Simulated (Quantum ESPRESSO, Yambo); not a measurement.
# BN (Qingsongite): G0W0 with Yambo, start to end, part 2 of 3

Wanted: ground state, empty states, screening and self-energy for BN (Qingsongite).

Quantum ESPRESSO 7.5 and Yambo 5.3.0; PBE and many-body steps on it, plane waves. Known limits of the many-body steps: not at the basis limit.

So far. Step 2 (Ground state): The gap is indirect, with the least direct gap 4.34 eV higher. Step 3 (Bands along the symmetry lines): The gap is 4.535 eV, as in the run before at this level.

## (4) Empty states on the mesh, 10×10×10 mesh, 143 bands

Level of this step: DFT, PBE, plane waves, norm-conserving pseudopotentials (Quantum ESPRESSO).

The sums over transitions need many empty states on a uniform mesh; this step solves for them.

Contents of pw.in:

```
&control
  calculation = 'nscf'
  prefix = 'x'
  outdir = 'o'
  pseudo_dir = 'pseudo'
/
&system
  ibrav = 0
  nat = 2
  ntyp = 2
  ecutwfc = 72.0
  nbnd = 143
  force_symmorphic = .true.
/
&electrons
  conv_thr = 1e-9
  electron_maxstep = 80
  diago_full_acc = .true.
  diago_thr_init = 5e-6
/
ATOMIC_SPECIES
  B 10.81 B.upf
  N 14.007 N.upf
CELL_PARAMETERS angstrom
  -0.0000000000 1.8075000000 1.8075000000
  1.8075000000 0.0000000000 1.8075000000
  1.8075000000 1.8075000000 -0.0000000000
ATOMIC_POSITIONS crystal
  B 0.0000000000 0.0000000000 0.0000000000
  N 0.2500000000 0.2500000000 0.2500000000
K_POINTS automatic
  10 10 10 0 0 0
```

The run is started by

```bash
> OMP_NUM_THREADS=1 mpirun -n 8 pw.x -nk 4 -in pw.in > pw.out
```

Log:

```text
[banner, memory and clock lines left out]
Program PWSCF v.7.5 starts

     Atomic positions and unit cell read from directory:
     o/x.save/

     Message from routine setup:
     using ibrav=0 with symmetry is DISCOURAGED, use correct ibrav instead

     bravais-lattice index     =            0
     lattice parameter (alat)  =       4.8305  a.u.
     unit-cell volume          =      79.7006 (a.u.)^3
     number of atoms/cell      =            2
     number of atomic types    =            2
     number of electrons       =         8.00
     number of Kohn-Sham states=          143
     kinetic-energy cutoff     =      72.0000  Ry
     charge density cutoff     =     288.0000  Ry
     Exchange-correlation= PBE
                           (   1   4   3   4   0   0   0)

     celldm(1)=   4.830501  celldm(2)=   0.000000  celldm(3)=   0.000000
     celldm(4)=   0.000000  celldm(5)=   0.000000  celldm(6)=   0.000000

     crystal axes: (cart. coord. in units of alat)
               a(1) = (  -0.000000   0.707107   0.707107 )
               a(2) = (   0.707107   0.000000   0.707107 )
               a(3) = (   0.707107   0.707107  -0.000000 )

     reciprocal axes: (cart. coord. in units 2 pi/alat)
               b(1) = ( -0.707107  0.707107  0.707107 )
               b(2) = (  0.707107 -0.707107  0.707107 )
               b(3) = (  0.707107  0.707107 -0.707107 )
     Pseudo is Norm-conserving + core correction, Zval =  3.0
     Generated using ONCVPSP code by D. R. Hamann
     Using radial grid of 1534 points,  4 beta functions with:
     Pseudo is Norm-conserving + core correction, Zval =  5.0
     Generated using ONCVPSP code by D. R. Hamann
     Using radial grid of 1058 points,  4 beta functions with:
     B                 3.00    10.81000     B ( 1.00)
     N                 5.00    14.00700     N ( 1.00)

     24 Sym. Ops. (no inversion) found

   Cartesian axes

     site n.     atom                  positions (alat units)
         1        B      tau(   1) = (   0.0000000   0.0000000   0.0000000  )
         2        N      tau(   2) = (   0.3535534   0.3535534   0.3535534  )

     number of k points=    47
                       cart. coord. in units 2pi/alat
        k(    1) = (   0.0000000   0.0000000   0.0000000), wk =   0.0020000
        k(    2) = (   0.0707107   0.0707107  -0.0707107), wk =   0.0160000
        k(    3) = (   0.1414214   0.1414214  -0.1414214), wk =   0.0160000
[...]
[... 35 further rows ...]
        k(   46) = (  -0.0707107  -0.3535534   0.6363961), wk =   0.0480000
        k(   47) = (  -0.7071068   0.2828427   0.0000000), wk =   0.0240000

     Dense  grid:     6615 G-vectors     FFT dimensions: (  27,  27,  27)

     The potential is recalculated from file :
     o/x.save/charge-density

     Starting wfcs are    8 randomized atomic wfcs +  135 random wfcs

     Band Structure Calculation

     End of band structure calculation

          k = 0.0000 0.0000 0.0000 (   869 PWs)   bands (ev):

    -9.0548  11.1555  11.1555  11.1555  20.0337  20.0337  20.0337  21.5215
    35.9011  39.2725  39.2725  39.6374  39.6374  39.6374  46.8155  58.1892
    58.1892  58.1892  79.7920  79.7920  79.7920  83.7138  83.7138  85.6955
[...]
[... 6 further rows ...]
[...]
288.3029 288.3029 288.3029 288.3393 296.4794 296.4794 296.4794

          k = 0.0707 0.0707-0.0707 (   845 PWs)   bands (ev):

[...]
[... 6 further rows ...]
[...]
281.8390 281.8390 285.9817 285.9817 286.7729 286.7729 287.9604

          k = 0.1414 0.1414-0.1414 (   827 PWs)   bands (ev):

[...]
194.9141 195.4263 195.4263 197.7941 198.1078 198.6495 198.6495 200.3380
     [... 6 further rows ...]
   269.3325 269.3325 270.4985 274.0674 275.5195 275.5195 280.6660 281.1215
   281.1215 282.1629 282.1629 282.5070 286.6833 286.6833 287.6233

          k = 0.2121 0.2121-0.2121 (   827 PWs)   bands (ev):

     [... further k-points ...]

     highest occupied, lowest unoccupied level (ev):    11.1555   15.6904

     XML data file, pseudopotentials, collected wavefunctions
```

It took 12 s on 8 MPI ranks of Arm Neoverse V1, shared host; peak memory 0.39 GiB; 94 s of CPU time.

Numbers from this step:

| Item | Value |
| --- | --- |
| gap | 4.535 eV |
| k of the valence top | 0, 0, 0 |
| k of the conduction bottom | 0, -0.5, -0.5 |
| least direct gap | 8.878 eV |
| k points computed | 47 |
| lowest point of the top converged band, above the valence top | 273.9612 eV |

On this mesh the gap is 4.535 eV.

## (5) Conversion and set-up

This step: Yambo 5.3.0; conversion and set-up on PBE, plane waves, norm-conserving pseudopotentials.

The states are converted to the many-body program's format and the q mesh is built.

The run is started by

```bash
> (cd o/x.save; p2y > p2y.log; mv SAVE ../..); yambo > setup.log
```

Log:

```text
 Yambo, version 5.3.0

 [02] CORE Variables Setup
 =========================

  [02.01] Unit cells
  ==================

  Cell kind             :  FCC
  Atoms in the cell     :  B  N
  number of B  atoms    :  1
  number of N  atoms    :  1

  List of atomic masses
  Mass of B     :  10.81000
  Mass of N     :  14.00700

  List of atomic coordinates    : [cc]
  B1       :  0.000000  0.000000  0.000000  order 1
  N1       :  1.707840  1.707840  1.707840  order 2

  Alat factors          :  3.415680  3.415680  3.415680 [a.u.]
  Direct lattice volume :  79.70059 [a.u.]
  Direct lattice vectors:  A[ 1 ]  A[ 2 ]  A[ 3 ]
   A[ 1 ]: -0.000000  1.000000  1.000000  [iru]
  -0.000000  3.415680  3.415680  [cc]
   A[ 2 ]:  1.000000  0.000000  1.000000  [iru]
   3.415680  0.000000  3.415680  [cc]
   A[ 3 ]:  1.000000  1.000000 -0.000000  [iru]
   3.415680  3.415680 -0.000000  [cc]

  Recip. lattice volume :  3.112276 [a.u.]
  Recip. lattice vectors:  B[ 1 ]  B[ 2 ]  B[ 3 ]
   B[ 1 ]: -0.500000  0.500000  0.500000  [iku]
  -0.919756  0.919756  0.919756  [cc]
   B[ 2 ]:  0.500000 -0.500000  0.500000  [iku]
   0.919756 -0.919756  0.919756  [cc]
   B[ 3 ]:  0.500000  0.500000 -0.500000  [iku]
   0.919756  0.919756 -0.919756  [cc]

  [02.02] Symmetries
  ==================

  Inversion symmetry    : yes
  Spatial inversion     : no
  Inversion index       :  25
  K-space Time-reversal : yes
  Magnetic symmetries   : no
  Time-reversal derived K-space symmetries:   25   48
  Group table correct   : yes
  Symmetries units      :  [cc]

   [S  1]:   1.0000     -0.11681E-16 -0.11681E-16 -0.11681E-16   1.0000      0.11681E-16  0.11681E-16  0.11681E-16   1.0000
   [S  2]:  -1.0000      0.11681E-16 -0.11681E-16  0.11681E-16  -1.0000      0.11681E-16 -0.11681E-16 -0.11681E-16   1.0000
   [S  3]:  -1.0000     -0.11681E-16  0.11681E-16  0.11681E-16   1.0000     -0.11681E-16 -0.11681E-16  0.11681E-16  -1.0000
[...]
[S  9]: -0.11681E-16   1.0000     -0.11681E-16  0.11681E-16 -0.11681E-16   1.0000       1.0000      0.11681E-16  0.11681E-16
   [S 10]: -0.11681E-16  -1.0000      0.11681E-16  0.11681E-16  0.11681E-16  -1.0000       1.0000     -0.11681E-16 -0.11681E-16
     [... 36 further rows ...]
   [S*47]:   1.0000     -0.11681E-16  0.11681E-16 -0.11681E-16  0.11681E-16  -1.0000      0.11681E-16   1.0000     -0.11681E-16
   [S*48]:   1.0000      0.11681E-16 -0.11681E-16 -0.11681E-16 -0.11681E-16   1.0000      0.11681E-16  -1.0000      0.11681E-16

  [02.03] Reciprocal space
  ========================

  nG shells         :  117
  nG charge         :   6615
  nG WFs            :  1182
  nC WFs            :   869
  G-vecs. in first 11 shells:  [ Number ]
     1    9   15   27   51   59   65   89  113
   137  169
  ...
  Shell energy in first 11 shells:  [ mHa ]
    0.00000      1268.93      1691.90      3383.81      4652.73      5075.71      6767.61      8036.54      8459.51
[...]
WF components:   830
  [... 32 further k-points ...]
  K [47]         [rlu]:  0.200000 -0.500000 -0.300000
         WF components:   812

  [02.05] Energies & Occupations
  ==============================

  [X] === General ===
  [X] Electronic Temperature                        :  0.000000  0.000000 [eV K]
  [X] Bosonic    Temperature                        :  0.000000  0.000000 [eV K]
  [X] Finite Temperature mode                       : no
  [X] El. density                                   :  0.67737E+24 [cm-3]
  [X] Fermi Level                                   :  11.15554 [eV]

  [X] === Gaps and Widths ===
  [X] Conduction Band Min                           :  4.534824 [eV]
  [X] Valence Band Max                              :  0.000000 [eV]
  [X] Filled Bands                                  :   4
  [X] Empty Bands                                   :    5  143
  [X] Direct Gap                                    :  8.878136 [eV]
  [X] Direct Gap localized at k                     :  1
  [X] Indirect Gap                                  :  4.534824 [eV]
  [X] Indirect Gap between kpts                     :   1  31
  [X] Last valence band width                       :  6.366837 [eV]
  [X] 1st conduction band width                     :  6.090625 [eV]

  E @ K [ 1]:  [eV]
   -20.210     -0.20302E-11 -0.11827E-11   0.0000       8.8781       8.8781       8.8781       10.366
  occ @ K [ 1]
   2.000000  2.000000  2.000000  2.000000  0.000000  0.000000  0.000000  0.000000
  E @ K [ 2]:  [eV]
  -19.96718  -1.26439  -0.25342  -0.25342   9.14693   9.26060   9.26060  11.15724
  occ @ K [ 2]
[...]
E @ K [ 3]:  [eV]
[...]
occ @ K [ 3]
[...]
E @ K [ 8]:  [eV]
[...]
occ @ K [ 8]
[...]
E @ K [ 9]:  [eV]
[...]
occ @ K [ 9]
[...]
E @ K [10]:  [eV]
[...]
occ @ K [10]
[...]
E @ K [11]:  [eV]
[...]
occ @ K [11]
[...]
E @ K [12]:  [eV]
[...]
occ @ K [12]
[...]
E @ K [13]:  [eV]
[...]
occ @ K [13]
[...]
E @ K [14]:  [eV]
[...]
occ @ K [14]
[...]
[... 32 further k-points ...]
  E @ K [47]:  [eV]
  -14.34153  -7.89507  -6.57897  -6.36684   8.81814  13.10492  14.15850  16.06675
  occ @ K [47]
   2.000000  2.000000  2.000000  2.000000  0.000000  0.000000  0.000000  0.000000

 [03] Transferred momenta grid and indexing
 ==========================================

 IBZ Q-points                                      :   47
 BZ  Q-points                                      :  1000

 K/Q-points units:
 rlu = crystal or reduced units; cc = cartesian coordinates; iku = interal k-units

 Q [ 1]         [rlu]:  0.000000  0.000000  0.000000
 Q [ 2]         [rlu]: -0.95704E-17 -0.95704E-17  0.10000
 Q [ 3]         [rlu]: -0.16719E-16 -0.16719E-16  0.20000
[...]
Q [ 8]         [rlu]: -0.10781E-16  0.10000      0.20000
 Q [ 9]         [rlu]: -0.16307E-17  0.10000      0.30000
 Q [10]         [rlu]:  0.86048E-18  0.10000      0.40000
     [... 35 further rows ...]
 Q [46]         [rlu]:  0.200000  0.400000 -0.300000
 Q [47]         [rlu]:  0.200000 -0.500000 -0.300000

  [03.01] X indexes
  =================

   [03.01.01] Sigma indexes
   ========================

 [06] Game Over & Game summary
```

Wall time 2.3 s (1 MPI rank); peak memory 0.24 GiB.

(Part 2 of 3 ends here.)

[Paths, hosts, dates, memory and timing lines, banners, echoed tables and standing remarks are left out of the program output.]

[Logs are printed without paths, hosts, clocks, repeated set-up lines and the standing remarks that a program may print on its own settings, such as how far it seeks lower states.]

[Runs of the session that timed out or met a known fault of the program may be left out.]

[Hosts, paths, dates, database ids (printed as entryN), source tags and the programs' standing remarks are cut or masked in the printed files.]
